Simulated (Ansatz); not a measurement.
# One structure type, several compounds

All numbers below come from Ansatz 0.2.0, DFT, LDA, all-electron LAPW, scalar-relativistic.

All compounds have space group Fm-3m with 1 atom in the primitive cell. V0, B0 and B0′ come from third-order Birch–Murnaghan fits to pressures at five volumes, with shape and internal coordinates held; prototypes and MP cells needn't be known phases. No run is spin-polarised.

Where a row has no spin, whether a magnetic state lies lower isn't shown here.

No spin–orbit coupling, which matters for the heavy atoms here.

Pt: Pt 4a (0.000 0.000 0.000); MP-relaxed cell mp-126; 16×16×16 mesh, smearing 0.05 eV; no spin
Rh: Rh 4a (0.000 0.000 0.000); COD 9008482, reported; 16×16×16 mesh, smearing 0.03 eV; no spin
Y: Y 4a (0.000 0.000 0.000); COD 1534898, reported; 13×13×13 mesh, smearing 0.05 eV; no spin
Hf: Hf 4a (0.000 0.000 0.000); COD 1534929, reported; 13×13×13 mesh, smearing 0.03 eV; no spin
Pd: Pd 4a (0.000 0.000 0.000); COD 9008478, reported; 18×18×18 mesh, smearing 0.05 eV; no spin
Al: Al 4a (0.000 0.000 0.000); COD 4313206, reported; 17×17×17 mesh, smearing 0.03 eV; no spin

```json
{"compound": "Pt", "V0 (Å³/atom)": "?", "B0 (GPa)": "308", "B0′": "5.4"}
{"compound": "Rh", "V0 (Å³/atom)": "13.23", "B0 (GPa)": "318", "B0′": "5.1"}
{"compound": "Y", "V0 (Å³/atom)": "29.46", "B0 (GPa)": "45", "B0′": "3.2"}
{"compound": "Hf", "V0 (Å³/atom)": "20.80", "B0 (GPa)": "117", "B0′": "3.3"}
{"compound": "Pd", "V0 (Å³/atom)": "?", "B0 (GPa)": "?", "B0′": "5.4"}
{"compound": "Al", "V0 (Å³/atom)": "15.79", "B0 (GPa)": "83", "B0′": "4.5"}
```

(1) Give the missing entry: row "Pd", column "B0 (GPa)".

(2) Give the missing entry: row "Pd", column "V0 (Å³/atom)".

(3) What belongs in the row "Pt", column "V0 (Å³/atom)"?

## Answers

(1) 228.

(2) 14.15.

(3) 14.76.
